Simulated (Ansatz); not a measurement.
**Structure optimisation: selenium, hcp**

Level of theory: Ansatz 0.2.0, DFT, RPBE, plane waves (420 eV) with PAW, scalar-relativistic. (PAW data from PBE, frozen cores regenerated.)

k-point mesh 12×12×6, Fermi-Dirac smearing 0.1 eV, no spin polarisation. Cell and atoms relax.

Starting structure:

```yaml
crystal:
  lattice:
    - [3.1360302227, 0.0, 0.0]
    - [-1.5680151114, 2.7158818399, 0.0]
    - [0.0, 0.0, 5.1211373537]
  atoms:
    - { symbol: Se, position: [0.3333333333, 0.6666666667, 0.25] }
    - { symbol: Se, position: [0.6666666667, 0.3333333333, 0.75] }
hamiltonian:
  xc: rpbe
  pseudopotentials:
    kind: paw
    azcp:
      Se: "pseudopotentials/Se.paw.azcp"
basis:
  ecutwfc: 420
  fft_grid_basis: typed
kpoints:
  mp_grid: { grid: [12, 12, 6], shift: [0, 0, 0] }
magnetization:
  spin_polarized: false
scf:
  occupations: { method: fermi_dirac, width: 0.1 }
relax:
  max_steps: 60
  f_tol: 0.01
  cell: {}
```

Problem. What cell does the relaxation end in?

Solution. P6_3/mmc with a = 3.716 Å, c = 3.859 Å (c/a = 1.039); 23.08 Å³ per atom against 21.81 at the start (5.8 %).

The cell has left the hcp structure type; it ends in P6_3/mmc.

Problem. How much energy does the relaxation gain?

Solution. 373.1 meV per atom.

Path of the relaxation (the plane waves are chosen anew near the end, which can shift the energy a little):

```tsv
step	E − E(final) (meV/atom)	V (Å³/atom)	P (GPa)	max force (eV/Å)
0	373.13	21.809	-2.10	0.000
1	348.56	20.797	0.51	0.000
2	284.68	20.601	1.42	0.000
3	194.08	20.490	2.59	0.000
4	109.15	20.402	4.54	0.000
5	34.67	21.570	2.14	0.000
6	5.43	22.681	0.41	0.000
7	5.24	22.864	-0.09	0.000
8	5.23	22.836	0.00	0.000
9	0.63	22.836	0.41	0.000
10	0.03	23.028	0.09	0.000
11	0.01	23.082	0.00	0.000
12	0.00	23.082	0.00	0.000
```
